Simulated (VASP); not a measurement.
A run of VASP 6.6.1 is set up as follows.

The input INCAR:

```
SYSTEM = Sn
PREC = Accurate ; ENCUT = 520
EDIFF = 1E-7 ; ISMEAR = 0
SIGMA = 0.02 ; LREAL = .False.
LASPH = .True. ; NELM = 100
ALGO = Normal ; ISIF = 3
LWAVE = .False. ; LCHARG = .False.
GGA = PE ; IBRION = 2
NSW = 80 ; EDIFFG = -0.002
```

Contents of KPOINTS:

```
Automatic mesh
0
Gamma
  8 8 8
  0 0 0
```

POSCAR

```
Sn                                      
1.0
    0.0000000000      3.3253620793      3.3253620793
    3.3253620793      0.0000000000      3.3253620793
    3.3253620793      3.3253620793      0.0000000000
  Sn            
     2
Direct
     0.0000000000000000    0.0000000000000000    0.0000000000000000
     0.2500000000000000    0.2500000000000000    0.2500000000000000
```

Potentials or basis: VASP PAW PBE potentials, release 64 (Sn_d).

Launch:

```bash
$ cat potpaw_PBE.64/Sn_d/POTCAR > POTCAR
$ mpirun -np 1 vasp_std > vasp.out
```

Question: What does it give for the band gap on the k mesh?

Answer: None (metal or under the smearing width).

Final structure:
```
Sn
1.0
     0.00000    3.32536    3.32536
     3.32536    0.00000    3.32536
     3.32536    3.32536    0.00000
Sn
2
Direct
  0.00000 0.00000 0.00000
  0.25000 0.25000 0.25000
```

Caveat: the relaxation stopped at its first step, so nothing moved.
